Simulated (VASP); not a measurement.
# AlN (P6_3mc) in VASP: a series of runs, part 2 of 2

VASP 6.6.1. The steps go on from the part before.

**3. Relaxation of cell and atoms, PBE**

This run uses another cell than the first one, of 10.63 Å³/atom, 1.017 times its volume.

Input file INCAR:

```
SYSTEM = AlN
PREC     = Accurate       ! precision mode
ENCUT    = 520            ! plane-wave cutoff, eV
EDIFF    = 1E-7           ! SCF threshold, eV
ISMEAR   = 0              ! smearing method
SIGMA    = 0.02           ! smearing width, eV
LREAL    = .FALSE.        ! projectors in reciprocal space
LASPH    = .TRUE.         ! aspherical terms in the spheres
NELM     = 100            ! most SCF steps
ALGO     = Normal         ! electronic algorithm
ISIF     = 3              ! what is computed and relaxed
LWAVE    = .FALSE.        ! write WAVECAR
LCHARG   = .FALSE.        ! write CHGCAR
GGA      = PE             ! functional
IBRION   = 2              ! ionic algorithm
NSW      = 80             ! ionic steps
EDIFFG   = -0.002         ! ionic threshold
KPAR     = 4
```

Input file KPOINTS:

```
regular mesh
0
G
  12 12 6
  0 0 0
```

Input file POSCAR:

```
AlN                                     
1.0
    3.1285726999     -0.0000000000     -0.0000000000
   -1.5642863500      2.7094234337      0.0000000000
   -0.0000000000      0.0000000000      5.0164566731
  Al              N             
     2     2
Direct
     0.3333333300000021    0.6666666699999979    0.9992574421912589
     0.6666666699999979    0.3333333300000021    0.4992574421912588
     0.3333333300000021    0.6666666699999979    0.3807425578087438
     0.6666666699999979    0.3333333300000021    0.8807425578087437
```

Potentials or basis: VASP PAW PBE potentials, release 64 (Al, N).

Launch:

```console
> cat potpaw_PBE.64/Al/POTCAR potpaw_PBE.64/N/POTCAR > POTCAR
> mpirun -np 4 vasp_std > vasp.out
```

OUTCAR:

```text
SYSTEM = AlN
   PREC = Accurate
   ENCUT = 520
   EDIFF = 1E-7
   ISMEAR = 0
   LREAL = .FALSE.
   LASPH = .TRUE.
   NELM = 100
   ISIF = 3
   GGA = PE
   IBRION = 2
   NSW = 80
   EDIFFG = -0.002

 ion  position               nearest neighbor table
   1  0.333  0.667  0.999-   4 1.90   4 1.90   4 1.90   3 1.91   2 3.09   2 3.09   2 3.09   2 3.09
                             2 3.09   2 3.09
   2  0.667  0.333  0.499-   3 1.90   3 1.90   3 1.90   4 1.91   1 3.09   1 3.09   1 3.09   1 3.09
                             1 3.09   1 3.09
   3  0.333  0.667  0.381-   2 1.90   2 1.90   2 1.90   1 1.91
   4  0.667  0.333  0.881-   1 1.90   1 1.90   1 1.90   2 1.91

  LATTYP: Found a hexagonal cell.
 ALAT       =     3.1285726999
 C/A-ratio  =     1.6034329882

  Lattice vectors:

 A1 = (   3.1285726999,   0.0000000000,   0.0000000000)
 A2 = (  -1.5642863500,   2.7094234337,   0.0000000000)
 A3 = (   0.0000000000,   0.0000000000,   5.0164566731)

Analysis of symmetry for initial positions (statically):
=====================================================================
 Subroutine PRICEL returns:
 Original cell was already a primitive cell.

 Routine SETGRP: Setting up the symmetry group for a
[... 190 lines left out ...]
      5       5.1326      2.00000
      6       5.7749      2.00000
      7       5.7749      2.00000
      8       5.9758      2.00000
      9      10.0320      0.00000
     10      12.4991      0.00000
     11      16.4428      0.00000
     12      17.0157      0.00000
[... 331 lines left out ...]
 k-point    24 :       0.3333    0.0000    0.1667
  band No.  band energies     occupation
      1      -7.8043      2.00000
      2      -6.6105      2.00000
      3       1.1323      2.00000
      4       2.0799      2.00000
      5       2.6817      2.00000
      6       4.2367      2.00000
      7       5.1966      2.00000
      8       5.3312      2.00000
      9      11.7609      0.00000
     10      12.5780      0.00000
     11      14.3309      0.00000
     12      16.0180      0.00000

 [... further k-points ...]
[... 5 lines left out ...]
  --------------------------------------------------------------------------------------
  -------------------------------------------------------------------------------------
  Total        0.0012934      0.0012934     -0.0004893     -0.0000000      0.0000000      0.0000000
  in kB        0.0487344      0.0487344     -0.0184355     -0.0000000      0.0000000      0.0000000
  external PRESSURE =       0.0263444 kB  Pullay stress =       0.0000000 kB

 VOLUME and BASIS-vectors are now :
 -----------------------------------------------------------------------------
  energy-cutoff  :      520.00
  volume of cell :       42.52
      direct lattice vectors                 reciprocal lattice vectors
     3.128572700  0.000000000  0.000000000     0.319634573  0.184541107  0.000000000
    -1.564286350  2.709423434  0.000000000     0.000000000  0.369082214  0.000000000
     0.000000000  0.000000000  5.016456673     0.000000000  0.000000000  0.199343893

 POSITION                                       TOTAL-FORCE (eV/Angst)
 -----------------------------------------------------------------------------------
     -0.00000      1.80628      5.01273         0.000000      0.000000     -0.000734
      1.56429      0.90314      2.50450         0.000000      0.000000     -0.000734
     -0.00000      1.80628      1.90998        -0.000000      0.000000      0.000734
      1.56429      0.90314      4.41821         0.000000     -0.000000      0.000734
 -----------------------------------------------------------------------------------
    total drift:                               -0.000009      0.000005      0.000552

  FREE ENERGIE OF THE ION-ELECTRON SYSTEM (eV)
  ---------------------------------------------------
  free  energy   TOTEN  =       -29.7805334971 eV

  energy  without entropy=      -29.7805334971  energy(sigma->0) =      -29.78053350

 reached required accuracy - stopping structural energy minimisation
```

OSZICAR:

```text
N       E                     dE             d eps       ncg     rms          rms(c)
DAV:   1     0.511615159286E+02    0.51162E+02   -0.75578E+03  1824   0.119E+03
DAV:   2    -0.303653673694E+02   -0.81527E+02   -0.74474E+02  2700   0.223E+02
DAV:   3    -0.344262883348E+02   -0.40609E+01   -0.40386E+01  2400   0.534E+01
DAV:   4    -0.344613625706E+02   -0.35074E-01   -0.35064E-01  2068   0.579E+00
DAV:   5    -0.344618777849E+02   -0.51521E-03   -0.51519E-03  2348   0.715E-01    0.121E+01
DAV:   6    -0.297744895650E+02    0.46874E+01   -0.17026E+01  2220   0.314E+01    0.422E+00
DAV:   7    -0.297915883460E+02   -0.17099E-01   -0.62517E-01  1996   0.629E+00    0.287E+00
DAV:   8    -0.297847586760E+02    0.68297E-02   -0.77413E-02  2072   0.294E+00    0.485E-01
DAV:   9    -0.297800367040E+02    0.47220E-02   -0.20179E-02  2328   0.106E+00    0.242E-01
DAV:  10    -0.297806011582E+02   -0.56445E-03   -0.23123E-03  2120   0.368E-01    0.130E-01
DAV:  11    -0.297805319298E+02    0.69228E-04   -0.20683E-04  2160   0.116E-01    0.329E-02
DAV:  12    -0.297805338079E+02   -0.18781E-05   -0.84165E-06  1956   0.297E-02    0.925E-03
DAV:  13    -0.297805335153E+02    0.29264E-06   -0.58823E-06  2248   0.180E-02    0.544E-03
DAV:  14    -0.297805334971E+02    0.18204E-07   -0.42965E-07  2004   0.592E-03
   1 F= -.29780533E+02 E0= -.29780533E+02  d E =-.297805E+02
```

Wall time 7.4 s (4 MPI ranks of Intel Xeon Platinum 8488C (Sapphire Rapids), shared host); peak memory 0.16 GiB.

What came out:

| Property | Result |
| --- | --- |
| Free energy | -29.7805 eV |
| Pressure after relaxing | 0.0 GPa |
| Band gap on the k mesh | 4.06 eV, direct |

Final structure:
```
Al N
1.0
     3.12857    0.00000    0.00000
    -1.56429    2.70942    0.00000
     0.00000    0.00000    5.01646
Al N
2 2
Direct
  0.33333 0.66667 0.99926
  0.66667 0.33333 0.49926
  0.33333 0.66667 0.38074
  0.66667 0.33333 0.88074
```

Caveat: the relaxation stopped at its first step, so nothing moved. Expect the measured gap to be larger: semilocal functionals such as PBE lack the derivative discontinuity.
